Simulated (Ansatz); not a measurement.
# Ga (C2/c) in Ansatz: a series of runs

Runs on Ga. Level: PBE. Tasks: single point.

All numbers are computed with Ansatz 0.2.0; they aren't measurements. Logs are shortened: lines on timing, memory, paths and dates and some standing lists are left out, and cuts for length are marked.

## Step 1: Starting point

Symmetry: C2/c, No. 15, monoclinic system. The conventional cell has a = 2.766 Å, b = 8.053 Å, c = 3.332 Å, α = 90.00°, β = 92.02°, γ = 90.00°. Around Ga (site symmetry 2) lie 8 Ga at 2.69 to 2.92 Å.

This isn't the form of Ga at room conditions, which is orthorhombic.

## Step 2: Single point, PBE

The input, input.yaml:

```yaml
crystal:
  lattice:
    - [1.383, -4.0265, 0.0]
    - [1.383, 4.0265, 0.0]
    - [-0.1174474948, 0.0, 3.3299294416]
  atoms:
    - { symbol: Ga, position: [0.131, 0.869, 0.75] }
    - { symbol: Ga, position: [0.869, 0.131, 0.25] }
hamiltonian:
  xc: pbe
  pseudopotentials: { kind: paw }
kpoints:
  mp_grid: { grid: [10, 10, 8] }
scf:
  occupations: { method: gaussian, width: 0.021 }
output:
  forces: true
  stress: true
  eigenvalues: true
```

Potentials or basis: Ansatz PAW.

Run with:

```bash
ansatz run input.yaml --threads 2 --pin off --max-ram 5632MiB --backend cpu --events-out ev --progress --plain --runs-dir out
```

Output:

```text
Warning: RAYON_NUM_THREADS=2 ignored (pool sized by the plan → 2); use --threads N
Engine: ansatz 0.2.0, x86_64-unknown-linux-gnu
Pseudopotentials: kind: paw
Pseudopotential: Ga, paw, valence charge 13, recommended cutoff 420 eV (normal), Ga.paw.azcp
Functional definition: PBE
  parameter kappa = 0.804
  parameter beta = 0.06672455060314922
  exchange = pbe_x(kappa = kappa, mu = beta*pi^2/3)
  correlation = pbe_c(beta = beta)
Crystal: 2 atoms, lattice volume = 37.086 Å³
Basis set: ecut = 420 eV, 721 PW (Γ), exchange–correlation on 60×60×48 points (8 copies of the dense FFT grid, shifted against one another)
Bands: 17, of which v1, the nominal top of the filled ones, is band 13 counted from 1 (12 counted from 0)
Symmetry: 4 space group operations
Space group: C2/c (ITA 15), of the structure as read, at distance tolerance 3.3e-5 Å
k-points: 227 of 800
Non-local potential: Ga, projectors of the file, l = 0: 2, l = 1: 2, l = 2: 3, l = 3: 1
PAW form: soft (Blöchl's): semilocal exchange-correlation on the pseudo side does not see the compensation charge
PAW one-centre angular grid: Ga, 590 points (default); XC on 64 Gauss nodes
Initial density: superposition of atomic densities (neutral atoms: chi_scale 0, normalization atom), corrected by the library's trained network
Initial wavefunctions: pseudopotential atomic-orbital guess
Functional: x = pbe(κ = 0.804, μ = 0.2195149727645171), c = pbe(β = 0.06672455060314922)
SCF iter   1: F=—  HF=-7565.994761 eV  |F-HF|=—  |Δ(HF+E_count)|=         —  Δρ=1.16e-3  dr2=4.48e-4  ethr=1.77e-3  ⟨swp⟩=6.0  Hψ=18434  notcnv=0
preconditioner: auto → Kerker (q_TF=auto, 2.571 Å⁻¹)  [metal: Δε(μ)=0.012 eV  Ē_g=17.229 eV  σ=0.021 eV  W_gap=0.30  n_scr=12 (ndim 8)  ℏωp=31.1 eV  f_vac=0.000  D(μ)=0.99/eV (n_scr^D=4)]
SCF iter   2: F=—  HF=-7565.994283 eV  |F-HF|=—  |Δ(HF+E_count)|=   4.78e-4  Δρ=7.18e-4  dr2=2.22e-4  ethr=1.72e-6  ⟨swp⟩=2.0  Hψ=8655  notcnv=0  defer=1
SCF iter   3: F=—  HF=-7565.994274 eV  |F-HF|=—  |Δ(HF+E_count)|=   8.95e-6  Δρ=4.25e-4  dr2=9.37e-5  ethr=8.55e-7  ⟨swp⟩=2.0  Hψ=6080  notcnv=0  defer=1
SCF iter   4: F=—  HF=-7565.994287 eV  |F-HF|=—  |Δ(HF+E_count)|=   1.25e-5  Δρ=1.87e-4  dr2=8.54e-6  ethr=3.60e-7  ⟨swp⟩=3.0  Hψ=6757  notcnv=0  defer=1
SCF iter   5: F=—  HF=-7565.994276 eV  |F-HF|=—  |Δ(HF+E_count)|=   1.02e-5  Δρ=3.86e-5  dr2=4.36e-7  ethr=3.28e-8  ⟨swp⟩=2.0  Hψ=6760  notcnv=0  defer=1
SCF iter   6: F=—  HF=-7565.994277 eV  |F-HF|=—  |Δ(HF+E_count)|=   3.86e-7  Δρ=2.37e-5  dr2=1.06e-7  ethr=3.85e-10  ⟨swp⟩=5.8  Hψ=17751  notcnv=0
SCF iter   7: F=-7565.994277 eV  HF=-7565.994277 eV  |F-HF|=1.01e-8  |Δ(HF+E_count)|=   8.86e-8  Δρ=4.69e-6  dr2=5.09e-9  ethr=3.85e-10  ⟨swp⟩=4.2  Hψ=13830  notcnv=0
SCF 1 converged in 7 iterations: F = -7565.994277 eV  dr2 = 5.09e-9
SCF converged after 7 iterations
Free energy (F): -7565.994277 eV
Harris-Foulkes:  -7565.994277 eV  (|F-HF|=1.01e-8)
Internal energy: -7565.994061 eV  (E = F + TS)
E sigma→0 (E₀):  -7565.994169 eV
Entropy (-TS):   -0.000215 eV (-0.108 meV/atom)
Fermi energy:    9.897093 eV
--- Per-component energies (eV) ---
  E_band       = -67.683080
  E_kinetic    = 230.132759
  E_local      = -3586.545181  (includes V_loc(G=0)·N_el)
  E_nonlocal   = 844.846446
  E_hartree    = 1686.561073
  E_xc         = -138.949889
  E_vxc        = -116.634006  (∫ρ·V_xc dr)
  E_paw        = -3971.841546  (= ΣΔE_a)
  E_vpaw       = -812.600792  (= ΣTr[D̂ρ^β])
  E_aug_tail   = -0.000228  (compensation charges beyond the density's cutoff)
  E_ewald      = -2630.197496
  E_smearing   = -0.000215  (= −TS)
  E_closure    = -0.000000  (closes the sum)
  Σ components = -7565.994277   (vs F -7565.994277, Δ=0.00e0)
--- Forces (eV/Å), atoms counted from 1 ---
  atom   1  Ga    -0.00000000    -0.21500010     0.00000000
  atom   2  Ga     0.00000000     0.21500010    -0.00000000
  max |Σ_I F_I| component: 0.00e0 eV/Å
--- Stress (GPa, compression-positive) ---
        2.604471       0.000000       0.473254
        0.000000       1.793864      -0.000000
        0.473254      -0.000000       0.402181
  P = ⅓ Tr σ = 1.6002 GPa (16.002 kbar)
--- Band table (eV; the first three rows and the last of 227) ---
  k-point 0: bands = ["-5.2424", "-5.2331", "-5.1966", "-5.1730", "-4.8983", "-4.8975", "-4.8689", "-4.8659", "-4.8521", "-4.7156", "-1.3304", "7.8048", "8.2737", "11.5287", "15.3250", "19.5867", "20.0861"]
  k-point 1: bands = ["-5.2527", "-5.2080", "-5.1962", "-5.1497", "-4.9276", "-4.9253", "-4.8569", "-4.8418", "-4.8407", "-4.7406", "-1.1157", "7.8776", "8.0564", "10.4135", "17.4005", "18.5785", "18.6626"]
  k-point 2: bands = ["-5.2579", "-5.1985", "-5.1503", "-5.0959", "-4.9635", "-4.9604", "-4.8770", "-4.8148", "-4.8116", "-4.8002", "-0.4686", "6.1353", "8.7986", "10.1893", "16.0224", "16.2204", "20.2795"]
  k-point 226: bands = ["-5.1935", "-5.1935", "-5.1138", "-5.1138", "-4.9166", "-4.9166", "-4.8840", "-4.8840", "-4.8651", "-4.8651", "3.8917", "3.8917", "5.5045", "5.5045", "20.7439", "20.7439", "21.6977"]
```

Wall time 10 s (2 threads of Intel Xeon at 2.50GHz (Skylake/Cascade Lake), shared host); peak memory 0.42 GiB.

Results:

```yaml
Free_energy: -7565.9943 eV
Pressure: 1.6 GPa
Largest_force: 0.215 eV/Å
Band_gap_on_the_k_mesh: none (metal or under the smearing width)
```

Forces on the atoms (eV/Å):
```
Ga   0.000 -0.215  0.000
Ga   0.000  0.215  0.000
```

## Step 3: Single point, PBE

input.yaml: that of step 2 with these lines changed.

```diff
@@ -14,3 +14,3 @@
 scf:
-  occupations: { method: gaussian, width: 0.021 }
+  occupations: { method: gaussian, width: 0.022 }
 output:
```

Potentials or basis: Ansatz PAW.

Run with:

```bash
ansatz run input.yaml --threads 2 --pin off --max-ram 5632MiB --backend cpu --events-out ev --progress --plain --runs-dir out
```

It took 11 s on 2 threads of Intel Xeon at 2.50GHz (Skylake/Cascade Lake), shared host; peak memory 0.42 GiB.

The run converged. Its results:

- Free energy: -7565.9943 eV
- Pressure: 1.6 GPa
- Largest force: 0.215 eV/Å
- Band gap on the k mesh: none (metal or under the smearing width)

Forces on the atoms (eV/Å):
```
Ga   0.000 -0.215  0.000
Ga   0.000  0.215  0.000
```

Stress tensor (GPa, compression positive):
```
2.60 0.00 0.48
0.00 1.79 0.00
0.48 0.00 0.40
```

Levels at points of the mesh, in eV from the Fermi level:
```csv
k point,band 11,band 12,band 13,band 14,band 15,band 16
"(0.00, 0.00, 0.00)",-11.23,-2.09,-1.62,1.63,5.43,9.69
"(0.00, 0.00, -0.50)",-7.78,-7.78,1.69,1.69,2.45,2.45
"(0.00, -0.50, 0.00)",-6.06,-5.02,-1.34,0.01,5.78,6.59
"(0.00, -0.50, -0.50)",-2.87,-2.86,-1.64,-1.50,1.75,2.29
"(-0.50, -0.50, 0.00)",-9.10,-8.60,4.00,4.57,5.82,6.04
"(-0.50, -0.50, -0.50)",-6.01,-6.01,-4.39,-4.39,10.85,10.85
```

## Step 4: Single point, PBE

input.yaml: that of step 3 with these lines changed.

```diff
@@ -14,3 +14,3 @@
 scf:
-  occupations: { method: gaussian, width: 0.022 }
+  occupations: { method: gaussian, width: 0.023 }
 output:
```

Run with:

```bash
ansatz run input.yaml --threads 2 --pin off --max-ram 5632MiB --backend cpu --events-out ev --progress --plain --runs-dir out
```

Wall time 11 s (2 threads of Intel Xeon at 2.50GHz (Skylake/Cascade Lake), shared host); peak memory 0.42 GiB.

The run converged. Its results:

```yaml
Free_energy: -7565.9943 eV
Pressure: 1.6 GPa
Largest_force: 0.215 eV/Å
Band_gap_on_the_k_mesh: none (metal or under the smearing width)
```

Forces in eV/Å, atoms in the order of the input:
```
Ga   0.000 -0.215  0.000
Ga   0.000  0.215  0.000
```

Stress tensor (GPa, compression positive):
```
2.60 0.00 0.48
0.00 1.79 0.00
0.48 0.00 0.41
```

Levels at points of the mesh, in eV from the Fermi level:
| k point | band 11 | band 12 | band 13 | band 14 | band 15 | band 16 |
| --- | --- | --- | --- | --- | --- | --- |
| (0.00, 0.00, 0.00) | -11.23 | -2.09 | -1.62 | 1.63 | 5.43 | 9.69 |
| (0.00, 0.00, -0.50) | -7.78 | -7.78 | 1.69 | 1.69 | 2.45 | 2.45 |
| (0.00, -0.50, 0.00) | -6.06 | -5.02 | -1.34 | 0.01 | 5.78 | 6.59 |
| (0.00, -0.50, -0.50) | -2.87 | -2.86 | -1.64 | -1.50 | 1.75 | 2.29 |
| (-0.50, -0.50, 0.00) | -9.10 | -8.60 | 4.00 | 4.57 | 5.82 | 6.04 |
| (-0.50, -0.50, -0.50) | -6.01 | -6.01 | -4.39 | -4.39 | 10.85 | 10.85 |

## Step 5: The runs side by side

| smearing | gap on the mesh (eV) | pressure (GPa) | largest force (eV/Å) |
| --- | --- | --- | --- |
| gaussian 0.021 eV | none | 1.6 | 0.22 |
| gaussian 0.022 eV | none | 1.6 | 0.21 |
| gaussian 0.023 eV | none | 1.6 | 0.21 |

Alike in all rows: task single point; level PBE; potentials or basis Ansatz PAW; no spin polarisation; cell as given; k mesh 10 × 10 × 8; cutoff (eV) 420.

Every run on the cell as given and a fine mesh finds a metal.

Absolute energies hang on the potentials; compare differences alone.
